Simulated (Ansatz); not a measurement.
Structure: a 3-atom cell of CdI2 started from a crystallographic database, at its r2SCAN+rVV10 minimum. Space group P-3m1 (No. 164), trigonal; conventional cell a = 4.248 Å, c = 6.884 Å, 35.87 Å³ an atom. Cd has 6 I at 2.99 Å; I has 3 Cd at 2.99 Å.

```
Cd I
1.0
     4.24836    0.00000    0.00000
    -2.12418    3.67918    0.00000
     0.00000    0.00000    6.88442
Cd I
1 2
Direct
  0.00000 0.00000 0.00000
  0.33333 0.66667 0.24956
  0.66667 0.33333 0.75044
```

The questions ask for values computed with the plane-wave code Ansatz on this geometry. No magnetic order and no zero-point or thermal motion.

Given (12×12×4 mesh): The r2SCAN gap is indirect, 2.78 eV (k = (-1/8, 1/8, 0.203) to k = (0, 0.456, 0.359)), below the direct gap of 3.15 eV at k = (0, 0.417, 1/4).

Q: How does the gap change from r2SCAN to DDH-PBE0 (6×6×4)?

A: With DDH-PBE0 the valence top lies at k = (-1/8, 1/8, 0.203) and the conduction bottom at k = (0, 0.456, 0.359), 3.55 eV higher; the smallest vertical gap, at Γ, is 3.87 eV. The share of exact exchange is 0.188. The gap differs by +0.77 eV from r2SCAN's.

Q: Estimate the gap with PBE0 on 6×6×4.

A: With PBE0 the valence top lies at k = (-1/8, 1/8, 0.203) and the conduction bottom at k = (0, 0.456, 0.359), 3.97 eV higher; the smallest vertical gap, at Γ, is 4.31 eV. The gap differs by +1.19 eV from r2SCAN's.

Q: Roughly how does the cost of the PBE0 run (6×6×4) compare with r2SCAN's (12×12×4)?

A: About 10 times as much (12 core-minutes against 70 core-seconds, on 2 threads of Arm Neoverse N1 (shared host)).

Q: What are ε∞ and the Born charges with PBE?

A: The clamped-ion dielectric constant comes out as 5.64 along x and y, 4.72 along z. Born charges, averaged over directions: Cd +2.55, I -1.28 e.

Q: What do these levels agree on?

A: Among these functionals the gap stays indirect.

Where an edge lies off the special points, it is a point of the mesh or the k point where a search put PBE's edge or least direct gap, reused for the other functionals, whose own edges may lie a little apart.

Coordinates of k points refer to the reciprocal vectors of the primitive cell of the runs.

The meshes of the hybrids are coarse, so their gaps aren't converged to the digits shown.

PBE's own run along the path (2.36 eV) came before the search for the edges and missed one, so it isn't listed.
